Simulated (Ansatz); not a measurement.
# SiO$_{2}$: the gap under strain

SiO$_{2}$, P6_322, a = 5.036 Å, c = 8.565 Å. This isn't the usual stable structure of the compound. Ansatz: r2SCAN, PAW, 500 eV, Γ-centred 6×6×4 mesh on 12 atoms, Gaussian smearing 0.02 eV; no spin polarisation. Series: biaxial strain in the a-b plane, c and atoms relaxed; x is the strain in per cent. The gap is sought over the whole zone.

```
x (%) gap y (eV)
 -3.0       6.243
 -1.5       6.212
  0.0       6.173
  1.5           ?
  3.0       6.082
```

Problem. Fit y = E0 + c1 x + c2 x² to the other rows, give the deformation potential for this strain, and predict the missing gap.

Solution. Least squares on the rows shown. y = 6.1736 − 0.026900 x − 0.0012222 x². The deformation potential is 100 c1 = -2.69 eV per unit strain. At x = 1.5 the fit asked for gives 6.131 eV. The run gave 6.130 eV, so the fit is 0.001 eV too high, within twice the rms miss on the fitted rows (0.0005 eV). Note that a band edge changes its point in the zone among the fitted rows.

Semilocal functionals give gaps under the measured ones; changes of the gap mostly carry over better.